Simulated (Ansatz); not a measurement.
KF: K on a F site

All numbers below come from Ansatz 0.2.0, DFT PBE, scalar-relativistic, plane waves, PAW. (420 eV cutoff, 2×2×2 k-mesh, shifted by half a step, Gaussian smearing of 0.01 eV, collinear spin in charge -1 alone)

Host crystal, relaxed:

```
K F
1.0
     0.00000    2.71033    2.71033
     2.71033    0.00000    2.71033
     2.71033    2.71033    0.00000
K F
1 1
Direct
  0.00000 0.00000 0.00000
  0.50000 0.50000 0.50000
```

Supercell of 32 atoms, rows in host cell vectors: -3 1 1; 1 1 -3; 1 -3 1. Atoms relax at the host's cell, keeping the symmetry that the supercell leaves at the site. The cell is small, so energies carry finite-size errors of tenths of an eV. The host's Kohn–Sham gap is 5.96 eV.

Defect: K on a F site at (0.500, 0.500, 0.500) of the host cell, charge -1.

(1) Give the relaxed supercell.

Answers

(1)
```
CELL_PARAMETERS angstrom
5.42066 -5.42066 -5.42066
-5.42066 -5.42066 5.42066
-5.42066 5.42066 -5.42066
ATOMIC_POSITIONS crystal
K 0.25000 0.78200 0.03200
K 0.25000 0.00000 0.75000
K 0.25000 0.21800 0.46800
K 0.00000 0.75000 0.25000
K 0.25000 0.50000 0.25000
K 0.00000 0.00000 0.00000
K 0.96800 0.21800 0.75000
K 0.75000 0.75000 0.50000
K 0.96800 0.50000 0.46800
K 0.75000 0.00000 0.25000
K 0.75000 0.25000 0.00000
K 0.53200 0.78200 0.75000
K 0.75000 0.50000 0.75000
K 0.50000 0.00000 0.50000
K 0.50000 0.25000 0.25000
K 0.53200 0.50000 0.03200
K 0.25000 0.50000 0.75000
F 0.25000 0.75595 0.49405
F 0.25000 0.00000 0.25000
F 0.99405 0.50000 0.00595
F 0.25000 0.24405 0.00595
F 0.99405 0.75595 0.75000
F 0.99405 0.98810 0.49405
F 0.75000 0.50000 0.25000
F 0.99405 0.24405 0.23810
F 0.76190 0.75595 0.00595
F 0.75000 0.00000 0.75000
F 0.50595 0.50000 0.49405
F 0.73810 0.24405 0.49405
F 0.50595 0.75595 0.26190
F 0.50595 0.01190 0.00595
F 0.50595 0.24405 0.75000
```
Around the defect: 6 K at 3.06 Å. The run ended with a moment of 0.50 μB, which may not be the ground spin state.